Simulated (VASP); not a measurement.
# Shielding tensors and field gradients of BN, part 3 of 4

Wanted: the shieldings and field gradients at the nuclei of BN. The cell is of the wurtzite type, one of the forms listed for this formula, which need not be the common one. The start is a cell from a database of measured crystal structures.

VASP 6.6.1, plane waves and PAW; the level of theory is named at each step.

So far. Step 2 (Ground state): The cell has a gap of 5.52 eV on this mesh and a pressure of +8.3 GPa, which holds the misfit of the given cell and coordinates with this functional, and any error of cutoff, mesh and data sets. Forces of up to 0.059 eV/Å remain in these settings.

The database entry behind the starting cell has ideal inner coordinates that were not refined, so it need not match the best structure at ambient conditions.

## (3) Shielding tensors (continued)

Level of this step: chemical shifts by linear response (GIPAW), PBE; plane waves and PAW (N, B) (VASP).

Valence and core; the G = 0 term is that of a spherical sample. NMR shielding, by row:

```
atom  isotropic shielding (ppm)  span (ppm)    skew  isotropic shielding without the G = 0 term (ppm)
  N1                      203.5       30.26  0.9995                                             189.5
  N2                      203.5       30.26  0.9995                                             189.5
  B3                      96.98      0.0583   0.769                                             82.97
  B4                      96.98      0.0583   0.769                                             82.97
```

Ordered as |Vzz| ≥ |Vxx| ≥ |Vyy|, the program's way. Electric field gradients, by row:

```
atom  Vxx (V/Å²)  Vyy (V/Å²)  Vzz (V/Å²)  asymmetry
  N1      -2.404      -2.401       4.805          0
  N2      -2.404      -2.401       4.805          0
  B3      -0.588      -0.588       1.175          0
  B4      -0.588      -0.588       1.175          0
```

## (4) Another functional, PAW release LDA 64

This step: chemical shifts by linear response (GIPAW), LDA; plane waves and PAW (N, B) (VASP 6.6.1).

The functional is changed, to see how much the shieldings depend on it.

Contents of INCAR:

```
SYSTEM = BN
PREC = Accurate
ENCUT = 560
EDIFF = 1E-09
NELM = 100
ISMEAR = 0
SIGMA = 0.01
LREAL = .FALSE.
ALGO = Normal
GGA = CA
NBANDS = 14
LWAVE = .FALSE.
LCHARG = .FALSE.
KPAR = 2
LCHIMAG = .TRUE.
LEFG = .TRUE.
DQ = 0.001
ICHIBARE = 1
LNMR_SYM_RED = .TRUE.
```

Contents of POSCAR:

```
BN
1.0
    2.5360000000      0.0000000000      0.0000000000
   -1.2680000000      2.1962404240      0.0000000000
    0.0000000000      0.0000000000      4.1990000000
N B
2 2
Direct
    0.3333333333      0.6666666667      0.8750000000
    0.6666666667      0.3333333333      0.3750000000
    0.3333333333      0.6666666667      0.5000000000
    0.6666666667      0.3333333333      0.0000000000
```

Contents of KPOINTS:

```
Automatic mesh
0
Gamma
9 9 5
0 0 0
```

The projector-augmented-wave data sets are N and B (LDA family, release 64).

Command:

```console
> mpirun -np 2 vasp_std
```

What it wrote:

```text
[banner, memory and clock lines left out]
running    2 mpi-ranks, on    1 nodes
 distrk:  each k-point on    1 cores,    2 groups
 distr:  one band on    1 cores,    1 groups

 POSCAR found type information on POSCAR N B
 POSCAR found :  2 types and       4 ions
 LDA part: xc-table for (Slater(with rela. corr.)+CA(PZ))
 , standard interpolation
 POSCAR, INCAR and KPOINTS ok, starting setup
 FFT: planning ... GRIDC
 FFT: planning ... GRID_SOFT
 FFT: planning ... GRID
 WAVECAR not read
 entering main loop
       N       E                     dE             d eps       ncg     rms          rms(c)
DAV:   1     0.445693045497E+02    0.44569E+02   -0.91419E+03  1008   0.119E+03
DAV:   2    -0.383775268027E+02   -0.82947E+02   -0.76904E+02  1340   0.240E+02
DAV:   3    -0.410558711343E+02   -0.26783E+01   -0.26676E+01  1404   0.415E+01
DAV:   4    -0.410655677324E+02   -0.96966E-02   -0.96955E-02  1062   0.289E+00
DAV:   5    -0.410656346202E+02   -0.66888E-04   -0.66884E-04  1344   0.206E-01    0.928E+00
DAV:   6    -0.390357382021E+02    0.20299E+01   -0.40056E+00  1260   0.161E+01    0.427E+00
DAV:   7    -0.388176997930E+02    0.21804E+00   -0.24954E-01  1194   0.415E+00    0.256E+00
DAV:   8    -0.387537155166E+02    0.63984E-01   -0.89721E-02  1128   0.235E+00    0.241E-01
DAV:   9    -0.387524374138E+02    0.12781E-02   -0.26947E-03  1254   0.489E-01    0.131E-01
DAV:  10    -0.387523969221E+02    0.40492E-04   -0.15392E-04  1236   0.116E-01    0.191E-02
DAV:  11    -0.387523939603E+02    0.29618E-05   -0.19796E-05  1290   0.371E-02    0.106E-02
DAV:  12    -0.387523939083E+02    0.52030E-07   -0.16086E-06  1284   0.117E-02    0.109E-03
DAV:  13    -0.387523939057E+02    0.25843E-08   -0.40218E-08  1230   0.198E-03    0.320E-04
DAV:  14    -0.387523939055E+02    0.20509E-09   -0.13672E-09   996   0.383E-04
ion   1
     0.0000000    -0.0000000    -0.0000000    -1.7671892    -0.0000000    -0.0000000
     0.0000281    -0.0000000    -0.0000000    -1.7671892    -0.0000000    -0.0000000
     0.0000381    -0.0000000    -0.0000000    -1.7671892    -0.0000000    -0.0000000
     0.0000517    -0.0000000    -0.0000000    -1.7671892    -0.0000000    -0.0000000
     0.0000701    -0.0000000    -0.0000000    -1.7671891    -0.0000000    -0.0000000

     0.0000000    -0.0000000    -0.0000000    -4.0597581    -0.0000000    -0.0000000
     0.0000281    -0.0000000    -0.0000000    -4.0597575    -0.0000000    -0.0000000
     0.0000381    -0.0000000    -0.0000000    -4.0597571    -0.0000000    -0.0000000
     0.0000517    -0.0000000    -0.0000000    -4.0597564    -0.0000000    -0.0000000
     0.0000701    -0.0000000    -0.0000000    -4.0597554    -0.0000000    -0.0000000

ion   2
     0.0000000    -0.0000000     0.0000000    -1.7671892     0.0000000    -0.0000000
     0.0000281    -0.0000000     0.0000000    -1.7671892     0.0000000    -0.0000000
     0.0000381    -0.0000000     0.0000000    -1.7671892     0.0000000    -0.0000000
     0.0000517    -0.0000000     0.0000000    -1.7671892     0.0000000    -0.0000000
     0.0000701    -0.0000000     0.0000000    -1.7671891     0.0000000    -0.0000000

     0.0000000    -0.0000000     0.0000000    -4.0597581     0.0000000    -0.0000000
     0.0000281    -0.0000000     0.0000000    -4.0597575     0.0000000    -0.0000000
     0.0000381    -0.0000000     0.0000000    -4.0597571     0.0000000    -0.0000000
     0.0000517    -0.0000000     0.0000000    -4.0597564     0.0000000    -0.0000000
     0.0000701    -0.0000000     0.0000000    -4.0597554     0.0000000    -0.0000000

ion   3
     0.0000000    -0.0000000    -0.0000000    -0.8254123     0.0000000    -0.0000000
     0.0000257    -0.0000000    -0.0000000    -0.8254123     0.0000000    -0.0000000
     0.0000354    -0.0000000    -0.0000000    -0.8254123     0.0000000    -0.0000000
     0.0000487    -0.0000000    -0.0000000    -0.8254122     0.0000000    -0.0000000
     0.0000671    -0.0000000    -0.0000000    -0.8254122     0.0000000    -0.0000000

     0.0000000    -0.0000000    -0.0000000    -1.1407979     0.0000000    -0.0000000
     0.0000257    -0.0000000    -0.0000000    -1.1407979     0.0000000    -0.0000000
     0.0000354    -0.0000000    -0.0000000    -1.1407979     0.0000000    -0.0000000
     0.0000487    -0.0000000    -0.0000000    -1.1407978     0.0000000    -0.0000000
     0.0000671    -0.0000000    -0.0000000    -1.1407977     0.0000000    -0.0000000

ion   4
     0.0000000    -0.0000000     0.0000000    -0.8254123    -0.0000000    -0.0000000
     0.0000257    -0.0000000     0.0000000    -0.8254123    -0.0000000    -0.0000000
     0.0000354    -0.0000000     0.0000000    -0.8254123    -0.0000000    -0.0000000
     0.0000487    -0.0000000     0.0000000    -0.8254122    -0.0000000    -0.0000000
     0.0000671    -0.0000000     0.0000000    -0.8254122    -0.0000000    -0.0000000

     0.0000000    -0.0000000     0.0000000    -1.1407979    -0.0000000    -0.0000000
     0.0000257    -0.0000000     0.0000000    -1.1407979    -0.0000000    -0.0000000
     0.0000354    -0.0000000     0.0000000    -1.1407979    -0.0000000    -0.0000000
     0.0000487    -0.0000000     0.0000000    -1.1407978    -0.0000000    -0.0000000
     0.0000671    -0.0000000     0.0000000    -1.1407977    -0.0000000    -0.0000000

   1 F= -.38752394E+02 E0= -.38752394E+02  d E =-.254553E-21
DAV:   1    -0.572578308904E+01   -0.57258E+01   -0.23724E-10   768   0.110E-04
DAV:   2    -0.572578308903E+01    0.38796E-11   -0.22237E-11   720   0.304E-05
BDIR= 1  IDIR= 2  IQ= -1
DAV:   1    -0.113803756037E+02   -0.11380E+02   -0.86933E-03  2358   0.762E-01
DAV:   2    -0.113804157147E+02   -0.40111E-04   -0.40110E-04  2814   0.169E-01
DAV:   3    -0.113804158091E+02   -0.94453E-07   -0.94417E-07  2392   0.737E-03
DAV:   4    -0.113804158098E+02   -0.69843E-09   -0.71967E-09  2764   0.579E-04
       N       E                     dE             d eps       ncg     rms
RMM:   1    -0.566764461796E+02   -0.56676E+02   -0.11200E+02  4048   0.461E+01
RMM:   2    -0.577291961223E+02   -0.10527E+01   -0.10303E+00  4366   0.556E+00
RMM:   3    -0.577570182517E+02   -0.27822E-01   -0.28447E-02  4386   0.660E-01
RMM:   4    -0.577579705558E+02   -0.95230E-03   -0.13119E-03  4423   0.114E-01
RMM:   5    -0.577580223066E+02   -0.51751E-04   -0.67100E-05  4458   0.217E-02
RMM:   6    -0.577580252522E+02   -0.29455E-05   -0.48220E-06  4190   0.469E-03
RMM:   7    -0.577580254240E+02   -0.17188E-06   -0.23558E-07  3478   0.100E-03
RMM:   8    -0.577580254350E+02   -0.10935E-07   -0.16909E-08  3187   0.255E-04
RMM:   9    -0.577580254358E+02   -0.80652E-09   -0.11144E-09  2947   0.831E-05
BDIR= 1  IDIR= 2  IQ=  0
DAV:   1    -0.114515570564E+02   -0.11452E+02   -0.70789E-10  1464   0.235E-04
[...]
RLQ:   4    -0.394061665446E+00   -0.59832E-05   -0.68682E-06  4363   0.841E-03
RLQ:   5    -0.394061947633E+00   -0.28219E-06   -0.37569E-07  3969   0.177E-03
RLQ:   6    -0.394061966773E+00   -0.19140E-07   -0.25735E-08  3344   0.397E-04
RLQ:   7    -0.394061968026E+00   -0.12536E-08   -0.17274E-09  3039   0.113E-04
RLQ:   8    -0.394061968124E+00   -0.97883E-10   -0.14065E-10  2718   0.503E-05
BDIR= 3  IDIR= 1  IQ= -1
DAV:   1    -0.114544097484E+02   -0.11454E+02   -0.86732E-03  2346   0.763E-01
DAV:   2    -0.114544513277E+02   -0.41579E-04   -0.41578E-04  2820   0.169E-01
DAV:   3    -0.114544514327E+02   -0.10501E-06   -0.10500E-06  2460   0.728E-03
DAV:   4    -0.114544514338E+02   -0.11071E-08   -0.11335E-08  2738   0.627E-04
DAV:   5    -0.114544514338E+02   -0.54884E-10   -0.22705E-10  1868   0.546E-05
       N       E                     dE             d eps       ncg     rms
RMM:   1    -0.567544274906E+02   -0.56754E+02   -0.10936E+02  4138   0.465E+01
RMM:   2    -0.577788620727E+02   -0.10244E+01   -0.96058E-01  4438   0.570E+00
RMM:   3    -0.578033757827E+02   -0.24514E-01   -0.27844E-02  4459   0.672E-01
RMM:   4    -0.578043276296E+02   -0.95185E-03   -0.11448E-03  4464   0.121E-01
RMM:   5    -0.578043739380E+02   -0.46308E-04   -0.71390E-05  4469   0.238E-02
RMM:   6    -0.578043770339E+02   -0.30959E-05   -0.42449E-06  4194   0.529E-03
RMM:   7    -0.578043772345E+02   -0.20067E-06   -0.31132E-07  3559   0.122E-03
RMM:   8    -0.578043772508E+02   -0.16304E-07   -0.24781E-08  3276   0.323E-04
RMM:   9    -0.578043772521E+02   -0.12643E-08   -0.19840E-09  3014   0.101E-04
RMM:  10    -0.578043772522E+02   -0.10855E-09   -0.17315E-10  2794   0.519E-05
BDIR= 3  IDIR= 1  IQ=  0
DAV:   1    -0.114515570564E+02   -0.11452E+02   -0.70784E-10  1464   0.235E-04
DAV:   2    -0.114515570564E+02   -0.14589E-10   -0.49280E-11  1368   0.650E-05
       N       E                     dE             d eps       ncg     rms
RMM:   1    -0.568089707935E+02   -0.56809E+02   -0.10958E+02  4136   0.465E+01
RMM:   2    -0.578355637522E+02   -0.10266E+01   -0.96342E-01  4437   0.571E+00
RMM:   3    -0.578601776187E+02   -0.24614E-01   -0.27983E-02  4446   0.673E-01
RMM:   4    -0.578611356710E+02   -0.95805E-03   -0.11522E-03  4467   0.121E-01
RMM:   5    -0.578611823809E+02   -0.46710E-04   -0.72155E-05  4447   0.239E-02
RMM:   6    -0.578611855135E+02   -0.31326E-05   -0.42930E-06  4187   0.532E-03
RMM:   7    -0.578611857169E+02   -0.20342E-06   -0.31613E-07  3540   0.123E-03
RMM:   8    -0.578611857335E+02   -0.16585E-07   -0.25218E-08  3256   0.325E-04
RMM:   9    -0.578611857348E+02   -0.12895E-08   -0.20256E-09  2986   0.102E-04
RMM:  10    -0.578611857349E+02   -0.11113E-09   -0.17780E-10  2764   0.521E-05
BDIR= 3  IDIR= 1  IQ=  1
DAV:   1    -0.114486216078E+02   -0.11449E+02   -0.86688E-03  2346   0.763E-01
DAV:   2    -0.114486635237E+02   -0.41916E-04   -0.41916E-04  2802   0.169E-01
DAV:   3    -0.114486636355E+02   -0.11187E-06   -0.11183E-06  2460   0.747E-03
DAV:   4    -0.114486636367E+02   -0.11734E-08   -0.11859E-08  2724   0.642E-04
DAV:   5    -0.114486636368E+02   -0.59586E-10   -0.24403E-10  1856   0.580E-05
       N       E                     dE             d eps       ncg     rms
RMM:   1    -0.568634091795E+02   -0.56863E+02   -0.10981E+02  4137   0.466E+01
RMM:   2    -0.578918298434E+02   -0.10284E+01   -0.96578E-01  4439   0.571E+00
RMM:   3    -0.579165442984E+02   -0.24714E-01   -0.28124E-02  4460   0.674E-01
RMM:   4    -0.579175086503E+02   -0.96435E-03   -0.11598E-03  4464   0.121E-01
RMM:   5    -0.579175557663E+02   -0.47116E-04   -0.72922E-05  4470   0.240E-02
RMM:   6    -0.579175589355E+02   -0.31692E-05   -0.43413E-06  4196   0.534E-03
RMM:   7    -0.579175591417E+02   -0.20614E-06   -0.32089E-07  3561   0.124E-03
RMM:   8    -0.579175591585E+02   -0.16864E-07   -0.25654E-08  3276   0.327E-04
RMM:   9    -0.579175591599E+02   -0.13148E-08   -0.20681E-09  3015   0.103E-04
RMM:  10    -0.579175591600E+02   -0.11371E-09   -0.18228E-10  2800   0.524E-05
BDIR= 3  IDIR= 2  IQ= -1
DAV:   1    -0.113803756037E+02   -0.11380E+02   -0.86933E-03  2358   0.762E-01
DAV:   2    -0.113804157147E+02   -0.40111E-04   -0.40110E-04  2814   0.169E-01
DAV:   3    -0.113804158091E+02   -0.94452E-07   -0.94417E-07  2392   0.737E-03
DAV:   4    -0.113804158098E+02   -0.70450E-09   -0.71964E-09  2764   0.579E-04
       N       E                     dE             d eps       ncg     rms
RMM:   1    -0.567549340676E+02   -0.56755E+02   -0.10914E+02  4122   0.467E+01
RMM:   2    -0.578216667749E+02   -0.10667E+01   -0.98707E-01  4382   0.578E+00
RMM:   3    -0.578472174511E+02   -0.25551E-01   -0.28671E-02  4407   0.683E-01
RMM:   4    -0.578482052951E+02   -0.98784E-03   -0.11837E-03  4423   0.124E-01
RMM:   5    -0.578482534596E+02   -0.48165E-04   -0.72881E-05  4411   0.243E-02
RMM:   6    -0.578482566955E+02   -0.32358E-05   -0.44567E-06  4067   0.546E-03
RMM:   7    -0.578482569105E+02   -0.21501E-06   -0.33494E-07  3507   0.126E-03
RMM:   8    -0.578482569270E+02   -0.16512E-07   -0.25115E-08  3243   0.330E-04
RMM:   9    -0.578482569283E+02   -0.12997E-08   -0.19753E-09  2967   0.103E-04
RMM:  10    -0.578482569284E+02   -0.10856E-09   -0.17331E-10  2736   0.524E-05
BDIR= 3  IDIR= 2  IQ=  0
DAV:   1    -0.114515570564E+02   -0.11452E+02   -0.70785E-10  1464   0.235E-04
DAV:   2    -0.114515570564E+02    0.41180E-10   -0.49144E-11  1368   0.650E-05
       N       E                     dE             d eps       ncg     rms
RMM:   1    -0.567673918806E+02   -0.56767E+02   -0.10917E+02  4122   0.467E+01
RMM:   2    -0.578345281211E+02   -0.10671E+01   -0.98822E-01  4382   0.579E+00
RMM:   3    -0.578601422469E+02   -0.25614E-01   -0.28746E-02  4393   0.683E-01
RMM:   4    -0.578611339451E+02   -0.99170E-03   -0.11883E-03  4425   0.124E-01
RMM:   5    -0.578611823640E+02   -0.48419E-04   -0.73381E-05  4386   0.243E-02
RMM:   6    -0.578611856265E+02   -0.32625E-05   -0.44921E-06  4057   0.547E-03
RMM:   7    -0.578611858438E+02   -0.21726E-06   -0.33932E-07  3483   0.127E-03
RMM:   8    -0.578611858605E+02   -0.16730E-07   -0.25450E-08  3215   0.331E-04
RMM:   9    -0.578611858619E+02   -0.13197E-08   -0.20084E-09  2926   0.104E-04
RMM:  10    -0.578611858620E+02   -0.11070E-09   -0.17708E-10  2697   0.526E-05
BDIR= 3  IDIR= 2  IQ=  1
DAV:   1    -0.115226589920E+02   -0.11523E+02   -0.86806E-03  2358   0.762E-01
DAV:   2    -0.115226991574E+02   -0.40165E-04   -0.40164E-04  2808   0.169E-01
DAV:   3    -0.115226992505E+02   -0.93098E-07   -0.93095E-07  2390   0.741E-03
DAV:   4    -0.115226992515E+02   -0.93910E-09   -0.89335E-09  2746   0.613E-04
       N       E                     dE             d eps       ncg     rms
RMM:   1    -0.567794400040E+02   -0.56779E+02   -0.10919E+02  4126   0.467E+01
RMM:   2    -0.578469493787E+02   -0.10675E+01   -0.98942E-01  4383   0.579E+00
RMM:   3    -0.578726299001E+02   -0.25681E-01   -0.28824E-02  4408   0.683E-01
RMM:   4    -0.578736254482E+02   -0.99555E-03   -0.11930E-03  4422   0.124E-01
RMM:   5    -0.578736741212E+02   -0.48673E-04   -0.73872E-05  4408   0.244E-02
RMM:   6    -0.578736774093E+02   -0.32882E-05   -0.45268E-06  4065   0.549E-03
RMM:   7    -0.578736776287E+02   -0.21943E-06   -0.34353E-07  3505   0.127E-03
RMM:   8    -0.578736776457E+02   -0.16934E-07   -0.25770E-08  3237   0.332E-04
RMM:   9    -0.578736776470E+02   -0.13389E-08   -0.20425E-09  2964   0.104E-04
RMM:  10    -0.578736776471E+02   -0.11248E-09   -0.18052E-10  2733   0.529E-05
       N       E                     dE             d eps       ncg     rms
RLQ:   1    -0.385440397483E+00   -0.38544E+00   -0.61709E-01  3453   0.514E+00
RLQ:   2    -0.391003637222E+00   -0.55632E-02   -0.57900E-03  4169   0.375E-01
RLQ:   3    -0.391130901453E+00   -0.12726E-03   -0.12984E-04  4180   0.438E-02
RLQ:   4    -0.391135554295E+00   -0.46528E-05   -0.60180E-06  4173   0.714E-03
RLQ:   5    -0.391135751969E+00   -0.19767E-06   -0.27544E-07  3719   0.140E-03
RLQ:   6    -0.391135764511E+00   -0.12541E-07   -0.18201E-08  3133   0.309E-04
RLQ:   7    -0.391135765376E+00   -0.86501E-09   -0.11600E-09  2787   0.916E-05
```

Run time: 4.1 min. Hardware: 2 MPI ranks of AMD EPYC 7R43, shared host; peak memory 0.43 GiB.

(Continued in part 4 of 4.)

[Lines on the potential files, build, host, timing and source positions are cut from VASP's logs without a mark.]

[Logs are printed without paths, hosts, clocks, repeated set-up lines and the standing remarks that a program may print on its own settings, such as how far it seeks lower states.]

[Hosts, paths, dates, database ids (printed as entryN), source tags and the programs' standing remarks are cut or masked in the printed files.]
